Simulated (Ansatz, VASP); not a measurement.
**One calculation of KBr, two programs**

```
CELL_PARAMETERS angstrom
0.00000 3.28205 3.28205
3.28205 0.00000 3.28205
3.28205 3.28205 0.00000
ATOMIC_POSITIONS crystal
K 0.00000 0.00000 0.00000
Br 0.50000 0.50000 0.50000
```

Alike in both runs: task single point; functional PBE; k mesh 6 × 6 × 6; occupations gaussian, width 0.02 eV; no spin polarisation.

|  | VASP | Ansatz |
| --- | --- | --- |
| version | VASP 6.6.1 | Ansatz 0.2.0 |
| potentials or method | VASP PAW PBE potentials, release 64 (K_sv, Br) | scalar-relativistic, plane waves, PAW |
| plane-wave cutoff (eV) | 520 | 420 |
| valence electrons in the cell | 16 | 16 |

|  | VASP | Ansatz | Ansatz less VASP |
| --- | --- | --- | --- |
| gap on the k mesh at the Fermi level (eV) | 4.48 | 4.48 | +0.002 |
| least direct gap on the mesh (eV) | 4.48 | 4.48 | +0.002 |
| pressure (GPa) | 1.0 | 1.0 | -0.04 |

A hybrid or GW would open this gap; PBE tends to underestimate it.
